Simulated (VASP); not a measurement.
Input of a VASP 6.6.1 run:

File INCAR:

```
SYSTEM = AlNi3
PREC = Accurate
ENCUT = 520
EDIFF = 1E-6
ISMEAR = 0
SIGMA = 0.1
LREAL = .FALSE.
LASPH = .TRUE.
NELM = 150
ALGO = Normal
ISIF = 2
LWAVE = .FALSE.
LCHARG = .TRUE.
ISPIN = 2
MAGMOM = 0 0.5 0.5 0.5
LORBIT = 11
LMAXMIX = 4
GGA = PS
LELF = .TRUE.
LVHAR = .TRUE.
NBANDS = 28
```

Contents of KPOINTS:

```
Automatic mesh
0
G
  6 6 6
  0 0 0
```

POSCAR

```
AlNi3
1.0
    3.5680000000      0.0000000000      0.0000000000
    0.0000000000      3.5680000000      0.0000000000
    0.0000000000      0.0000000000      3.5680000000
Al Ni
1 3
Direct
    0.0000000000      0.0000000000      0.0000000000
    0.0000000000      0.5000000000      0.5000000000
    0.5000000000      0.0000000000      0.5000000000
    0.5000000000      0.5000000000      0.0000000000
```

Potentials or basis: VASP PAW PBE potentials, release 64 (Al, Ni).

Run with:

```sh
$ cat potpaw_PBE.64/Al/POTCAR potpaw_PBE.64/Ni/POTCAR > POTCAR
$ mpirun -np 1 vasp_std > vasp.out
```

Task: What does it give for the site moments?

Result: Al -0.01; Ni +0.25 μB.

Task: Estimate the band gap on the k mesh.

Result: None (metal or under the smearing width).

Task: What does it give for the net moment?

Result: 0.72 μB per cell.
